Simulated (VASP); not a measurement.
Write the native input for VASP 6.6.1 that does the following.

```
Task                   : relaxation of cell and atoms
Functional             : r2SCAN
Potentials or basis    : VASP PAW PBE potentials, release 64 (Rb_sv)
Cutoff                 : 600 eV
k mesh                 : 10 × 10 × 10
Occupations            : methfessel-paxton, width 0.1 eV
Spin                   : no spin polarisation
Further INCAR settings : ALGO = Normal; EDIFF = 1e-07; IBRION = 2; EDIFFG = -0.005; NSW = 90; ISIF = 3
```

The structure of Rb lies in POSCAR:

```
Rb                                      
1.0
   -2.8709624955      2.8709624955      2.8709624955
    2.8709624955     -2.8709624955      2.8709624955
    2.8709624955      2.8709624955     -2.8709624955
  Rb            
     1
Direct
     0.0000000000000000    0.0000000000000000    0.0000000000000000
```

One way to write it, as run:

INCAR

```
ALGO = Normal
EDIFF = 1E-7
EDIFFG = -0.005
ENCUT = 600
IBRION = 2
ISIF = 3
ISMEAR = 1
LASPH = True
LCHARG = False
LMIXTAU = True
LREAL = False
LWAVE = False
METAGGA = R2SCAN
NELM = 80
NSW = 90
PREC = Accurate
SIGMA = 0.1
```

KPOINTS

```
k-points
0
Gamma
  10 10 10
```

Potentials or basis: VASP PAW PBE potentials, release 64 (Rb_sv).

Run with:

```console
$ cat potpaw_PBE.64/Rb_sv/POTCAR > POTCAR
$ mpirun -np 1 vasp_std > vasp.out
```

Results of the run:

```
Relaxed volume                         : 94.98 Å³/atom
Relaxed cell                           : a = 4.978 Å, b = 4.978 Å, c = 4.978 Å, α = 109.47°, β = 109.47°, γ = 109.47°
Space group after relaxing (to 0.05 Å) : Im-3m (No. 229)
Energy gained by relaxing              : 0.0 meV/atom
Ionic steps                            : 3
Pressure after relaxing                : 0.0 GPa
Band gap on the k mesh                 : none (metal or under the smearing width)
```

Caveat: the PAW data sets were made with another functional, which shifts forces and pressure a little.

Wall time 12 min on 1 thread of AMD EPYC 7R13 Processor (Zen 3) (shared host), peak memory 0.26 GiB.
